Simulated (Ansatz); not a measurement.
# NiO under changes of volume

One of the cells (9.076 Å³/atom); the others are scaled copies at fixed shape and fractional positions:

```xyz
2
Lattice="0.0000 2.0859 2.0859 2.0859 0.0000 2.0859 2.0859 2.0859 0.0000" Properties=species:S:1:pos:R:3 pbc="T T T"
Ni    0.0000    0.0000    0.0000
O     2.0859    2.0859    2.0859
```

- Program: Ansatz 0.2.0
- Functional: r2SCAN
- Dispersion: D3(BJ)
- Potentials or basis: Ansatz PAW
- Cutoff: 500 eV (not typed: the program's choice for these potentials)
- k mesh: 11 × 11 × 11
- Occupations: fermi-dirac, width 0.05 eV
- Spin: collinear spin, ferromagnetic start
- Starting moments: [1.0, 0.0] μB

```tsv
volume (Å³/atom)	energy over the lowest point (meV/atom)	pressure (GPa)	gap on the mesh (eV)
8.531	30.54	17.4	0.59
8.713	14.12	11.6	0.67
8.894	?	?	?
9.076	0.00	1.1	0.82
9.257	1.30	-3.4	0.89
9.439	7.44	-7.3	0.95
9.620	17.76	-10.8	1.00
```

Q: What does the run at 8.894 Å³/atom give?

A: Energy over the lowest point 4.10 meV/atom; pressure 6.2 GPa; gap on the mesh 0.75 eV.

Worked out: A Birch-Murnaghan fit of order 3 (a polynomial in V^(-2/3)) to the other rows has its minimum at 9.12 Å³/atom with B0 = V·E''(V) = 230 GPa and B' = 4.0. It gives 4.15 meV/atom at 8.894 Å³/atom, against the run's 4.10, and -dE/dV = 6.1 GPa, against 6.2. A parabola through the other rows of the gap, of slope 3.66 eV per unit of ln V there, gives 0.75 eV, against the run's 0.75.

Energies are extrapolated to zero smearing.

Caveats: the magnetic or orbital state may not be the lowest; odd divisions of the mesh miss points on the zone boundary, where band edges often lie, so the gap on the mesh can be too wide; a cell with one magnetic atom can't hold antiferromagnetic order, which such compounds often take; the PAW data sets come from PBE, with cores solved anew for the run's functional, which leaves a small shift of forces and pressure; the dispersion damping was fitted for another functional or another form of the correction.

A mesh can miss the band edges.
